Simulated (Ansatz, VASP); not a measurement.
**One calculation of SiC, two programs**

```xyz
2
Lattice="3.0966 0.0000 0.0000 -1.5483 2.6818 0.0000 0.0000 0.0000 5.0124" Properties=species:S:1:pos:R:3 pbc="T T T"
Si    0.0000    1.7878    0.0000
C     1.5483    0.8939    0.0000
```

Alike in both runs: functional PBE; k mesh 12 × 12 × 6; occupations gaussian, width 0.02 eV; no spin polarisation.

Ansatz relaxed the structure, and its values are those at the end. VASP's run is a single point on that final structure, the one shown.

```csv
,VASP,Ansatz
version,VASP 6.6.1,Ansatz 0.2.0
potentials or method,"VASP PAW PBE potentials, release 64 (Si, C)","scalar-relativistic, plane waves, PAW"
plane-wave cutoff (eV),520,420
valence electrons in the cell,8,8
```

VASP gave:

| Property | Result |
| --- | --- |
| gap on the k mesh at the Fermi level (eV) | 2.15 |
| least direct gap on the mesh (eV) | 2.37 |
| pressure (GPa) | 0.0 |

Which values does Ansatz return?

gap on the k mesh at the Fermi level (eV): 2.16; least direct gap on the mesh (eV): 2.38; pressure (GPa): 0.0.

Caveats: this functional lacks dispersion, which binds the layers, so the pressure and a relaxed spacing across them are unreliable. A k mesh can miss the band edges. Expect the measured gap to be larger: semilocal functionals such as PBE lack the derivative discontinuity.
